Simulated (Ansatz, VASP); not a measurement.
## One calculation of Ti, two programs

The input INCAR:

```
SYSTEM = Ti
PREC = Accurate
ENCUT = 520
EDIFF = 1E-6
ISMEAR = -1
SIGMA = 0.05
LREAL = .FALSE.
LASPH = .TRUE.
NELM = 100
ALGO = Normal
ISIF = 2
LWAVE = .FALSE.
LCHARG = .FALSE.
GGA = RP
NBANDS = 12
```

KPOINTS

```
Automatic mesh
0
G
  11 11 11
  0 0 0
```

POSCAR

```
Ti
1.0
   -1.6410000000      1.6410000000      1.6410000000
    1.6410000000     -1.6410000000      1.6410000000
    1.6410000000      1.6410000000     -1.6410000000
Ti
1
Direct
    0.0000000000      0.0000000000      0.0000000000
```

File input.yaml:

```yaml
crystal:
  lattice:
    - [-1.641, 1.641, 1.641]
    - [1.641, -1.641, 1.641]
    - [1.641, 1.641, -1.641]
  atoms:
    - { symbol: Ti, position: [0.0, 0.0, 0.0] }
kpoints:
  mp_grid: { grid: [11, 11, 11] }
  band_path:
    path:
      - [0.0, 0.0, 0.0]
      - [0.5, -0.5, 0.5]
      - [0.0, 0.0, 0.5]
      - [0.0, 0.0, 0.0]
      - [0.25, 0.25, 0.25]
      - [0.5, -0.5, 0.5]
    npoints: 6
scf:
  occupations: { method: fermi_dirac, width: 0.05 }
hamiltonian:
  xc: rpbe
  pseudopotentials: { kind: all_electron, lapw: { basis_error: 0.001 } }
output:
  forces: true
  stress: true
  eigenvalues: true
```

This isn't the form of Ti at room conditions, which is hcp.

Alike in both runs: functional RPBE; k mesh 11 × 11 × 11; occupations fermi-dirac, width 0.05 eV; no spin polarisation.

|  | VASP | Ansatz |
| --- | --- | --- |
| version | VASP 6.6.1 | Ansatz 0.2.0 |
| potentials or method | VASP PAW PBE potentials, release 64 (Ti_sv) | all-electron LAPW, scalar-relativistic |
| plane-wave cutoff (eV) | 520 | see its input |
| task | single point | band structure |

Ansatz gave:

```
gap on the k mesh at the Fermi level (eV) : none
pressure (GPa)                            : 0.6
```

Task: What did VASP give for the same quantities?

Result: gap on the k mesh at the Fermi level (eV): none; pressure (GPa): 0.4.

A gap of «none» marks a metal or a gap that the smearing closes. Ansatz ran all-electron here, so the differences hold the error of VASP's frozen core and of both bases.

Caveats: the PAW data sets were made with another functional, which shifts forces and pressure a little (VASP).
